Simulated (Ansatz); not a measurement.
# Candidate structures of WS2

Level of theory: DFT, PBE, all-electron LAPW, scalar-relativistic (Ansatz 0.2.0).

Each cell is taken as listed (from a database or a relaxation; residual pressures are under 0.6 GPa and forces under 0.08 eV/Å), on meshes of about 0.2 Å⁻¹ spacing; energies are extrapolated to zero smearing, with no zero-point or thermal terms. Other structures, the observed one among them, may be missing from this set and lie lower. No run is spin-polarised.

Spin–orbit coupling is left out, though it moves levels of the heavy atoms by tenths of an eV or more.

Problem. Order the structures by energy per atom, lowest first, and give the differences.
A.
```cif
data_structure
_symmetry_space_group_name_H-M 'Fm-3m'
_symmetry_Int_Tables_number 225
_cell_length_a 5.8744
_cell_length_b 5.8744
_cell_length_c 5.8744
_cell_angle_alpha 90.000
_cell_angle_beta 90.000
_cell_angle_gamma 90.000
_cell_volume 202.71
loop_
_atom_site_label
_atom_site_type_symbol
_atom_site_symmetry_multiplicity
_atom_site_Wyckoff_symbol
_atom_site_fract_x
_atom_site_fract_y
_atom_site_fract_z
_atom_site_occupancy
W1 W 4 a 0.00000 0.00000 0.00000 1
S1 S 8 c 0.25000 0.75000 0.75000 1
```
(fluorite type, relaxed by us; 11×11×11 mesh on the primitive cell, smearing 0.08 eV, P = 0.1 GPa)
B.
```
W S
1.0
     3.21100    0.00000    0.00000
    -1.60550    2.78081    0.00000
     0.00000    0.00000    7.07082
W S
1 2
Direct
  0.00000 0.00000 0.00000
  0.33333 0.66667 0.22301
  0.66667 0.33333 0.77699
```
(CdI2 type, relaxed by us; 11×11×6 mesh on the primitive cell, smearing 0.05 eV, P = 0.1 GPa)

Solution. B (0 meV/atom), A (558 meV/atom).
